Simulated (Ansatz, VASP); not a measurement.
**NaI2: VASP beside Ansatz**

```
Na I
1.0
     0.00000    3.88006    3.88006
     3.88006    0.00000    3.88006
     3.88006    3.88006    0.00000
Na I
1 2
Direct
  0.00000 0.00000 0.00000
  0.25000 0.25000 0.25000
  0.75000 0.75000 0.75000
```

Change from the starting cell: ordered vacancies on the cation sites of caesium chloride (Fm-3m, No. 225).

Alike in both runs: functional PBE; k mesh 10 × 10 × 10; occupations gaussian, width 0.1 eV; no spin polarisation.

Ansatz relaxed the structure, and its values are those at the end. VASP's run is a single point on that final structure, the one shown.

|  | VASP | Ansatz |
| --- | --- | --- |
| version | VASP 6.6.1 | Ansatz 0.2.0 |
| potentials or method | VASP PAW PBE potentials, release 64 (Na_pv, I) | scalar-relativistic, plane waves, PAW |
| plane-wave cutoff (eV) | 520 | 420 |
| valence electrons in the cell | 21 | 43 |

|  | VASP | Ansatz | Ansatz less VASP |
| --- | --- | --- | --- |
| gap on the k mesh at the Fermi level (eV) | none | none | - |
| pressure (GPa) | 0.0 | 0.0 | 0.00 |

A gap of «none» marks a metal or a gap that the smearing closes. With one functional, cell and mesh, what is left measures potentials, basis and numerics. The two sets of potentials don't hold the same shells in valence.

Caveats: an odd number of electrons without spin polarisation forces a metal; a magnetic or distorted state may lie lower. Spin-orbit coupling is left out, which matters for the levels of I.
